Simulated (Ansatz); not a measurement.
The system is Au.

```
CELL_PARAMETERS angstrom
2.90000 0.00000 0.00000
-1.45000 2.51147 0.00000
0.00000 0.00000 4.88000
ATOMIC_POSITIONS crystal
Au 0.66667 0.33333 0.25000
Au 0.33333 0.66667 0.75000
```

This isn't the form of Au at room conditions, which is fcc.

```yaml
Program: Ansatz 0.2.0
Task: single point
Functional: PBE
Potentials_or_basis: all-electron LAPW, scalar-relativistic
Cutoff: 245 eV (chosen from the basis error)
Basis_error_allowed: 0.001 eV/atom
k_mesh: 11 × 11 × 6
Occupations: fermi-dirac, width 0.05 eV
Spin: no spin polarisation
```

On this cell: pressure 1.9 GPa; largest force under 0.003 eV/Å; band gap on the k mesh none (metal or under the smearing width).

The same run follows on a disturbed copy (atoms moved at random, drawn with an rms of 0.05 Å):

```
CELL_PARAMETERS angstrom
2.90000 0.00000 0.00000
-1.45000 2.51147 0.00000
0.00000 0.00000 4.88000
ATOMIC_POSITIONS crystal
Au 0.68819 0.35203 0.25122
Au 0.32218 0.66326 0.75447
```

Problem. What does the disturbed cell give?

Solution. The energy (extrapolated to zero smearing) moves by +0.9 meV/atom; pressure 1.9 GPa; largest force 0.103 eV/Å; band gap on the k mesh none (metal or under the smearing width).

Forces on the atoms (eV/Å):
```
Au  -0.030 -0.018  0.097
Au   0.030  0.018 -0.097
```

Stress tensor (GPa, compression positive):
```
 2.27  0.20 -0.08
 0.20  1.97 -0.05
-0.08 -0.05  1.48
```
